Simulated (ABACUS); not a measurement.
Pd, 1 atom in the cell. Symmetry: Fm-3m, No. 225, cubic system. The conventional cell has a = 3.893 Å, b = 3.893 Å, c = 3.893 Å, α = 90.00°, β = 90.00°, γ = 90.00°. Around Pd (site symmetry m-3m) lie 12 Pd at 2.75 Å. 

* Program: ABACUS 3.10.1
* Task: single point
* Functional: rSCAN
* Potentials or basis: SG15 ONCV 1.2 PBE
* Cutoff: 1293 eV
* Density cutoff: 5170 eV
* Basis: plane waves
* k mesh: 8 × 8 × 8
* Occupations: fermi-dirac, width 0.05 eV
* Spin: no spin polarisation
* Radial cutoff of the potentials (pseudo_rcut): 10 bohr
* SCF threshold on the density: 1e-08
* Max SCF steps: 100
* Eigensolver: dav
* Mixing: broyden
* Mixing share: 0.7
* Symmetry key: 1
* Bands: 19

Potentials or basis: SG15 ONCV 1.2 PBE, plane waves.

The run is started by

```sh
$ OMP_NUM_THREADS=1 mpirun -np 4 abacus > log
```

Hardware: 4 MPI ranks on Intel(R) Xeon(R) Platinum 8559C (Emerald Rapids) (shared host).

Question: Estimate the wall time of this run.

Answer: Run time: 22 s on 4 MPI ranks on Intel(R) Xeon(R) Platinum 8559C (Emerald Rapids) (shared host), peak memory 0.24 GiB a rank. Counts: scf iterations 7, k points 29, bands 19, ranks 4.
